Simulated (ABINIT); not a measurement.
C:

```
C
1.0
     0.00000    1.78337    1.78337
     1.78337    0.00000    1.78337
     1.78337    1.78337    0.00000
C
2
Direct
  0.75000 0.75000 0.75000
  0.50000 0.50000 0.50000
```

This isn't the form of C at room conditions, which is graphite.

Base run:

* Program: ABINIT 10.8.3 (patched build)
* Functional: revPBE
* Potentials or basis: JTH PAW PBE v2.0
* Cutoff: 626 eV
* k mesh: 13 × 13 × 13
* Occupations: fermi-dirac, width 0.05 eV
* Spin: no spin polarisation

Its results: band gap on the k mesh 4.13 eV, indirect (least direct gap 5.60 eV); pressure 5.9 GPa.

After a change of settings the same cell gave: band gap on the k mesh 4.33 eV, indirect (least direct gap 5.87 eV); pressure 0.6 GPa. Which change was it?
A. functional from revPBE to AM05
B. functional from revPBE to PBEsol
C. functional from revPBE to r2SCAN
D. functional from revPBE to WC

C.

r2SCAN gives the wider gap, since meta-GGAs in the generalised Kohn-Sham scheme recover part of the derivative discontinuity.

Caveats: the PAW data sets were made with another functional, which shifts forces and pressure a little; an odd mesh through Γ misses points on the zone boundary, where band edges often lie; the atomic spheres overlap.

Runs at the PBE level aren't shown here.
